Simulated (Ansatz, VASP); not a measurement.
# MgS in VASP and in Ansatz

```
CELL_PARAMETERS angstrom
4.14833 0.00000 0.00000
-2.07417 3.59256 0.00000
0.00000 0.00000 6.08449
ATOMIC_POSITIONS crystal
Mg 0.66667 0.33333 0.49575
Mg 0.33333 0.66667 0.99575
S 0.33333 0.66667 0.37924
S 0.66667 0.33333 0.87924
```

Alike in both runs: task single point; functional PBEsol; k mesh 9 × 9 × 4; occupations gaussian, width 0.05 eV; no spin polarisation.

```csv
,VASP,Ansatz
version,VASP 6.6.1,Ansatz 0.2.0
potentials or method,"VASP PAW PBE potentials, release 64 (Mg, S)","scalar-relativistic, plane waves, PAW"
plane-wave cutoff (eV),520,420
valence electrons in the cell,16,32
```

|  | VASP | Ansatz | Ansatz less VASP |
| --- | --- | --- | --- |
| gap on the k mesh at the Fermi level (eV) | 3.13 | 3.13 | 0.000 |
| least direct gap on the mesh (eV) | 3.13 | 3.13 | 0.000 |
| pressure (GPa) | 0.0 | 0.1 | +0.09 |
| largest component of the traceless stress (GPa) | 5.72 | 5.68 | -0.035 |
| rms of the force components (eV/Å) | 0.426 | 0.424 | -0.0015 |

Atom by atom the forces differ by 0.001 eV/Å (rms over components). The two sets of potentials don't hold the same shells in valence.

Caveats: the PAW data sets were made with another functional, which shifts forces and pressure a little (VASP).
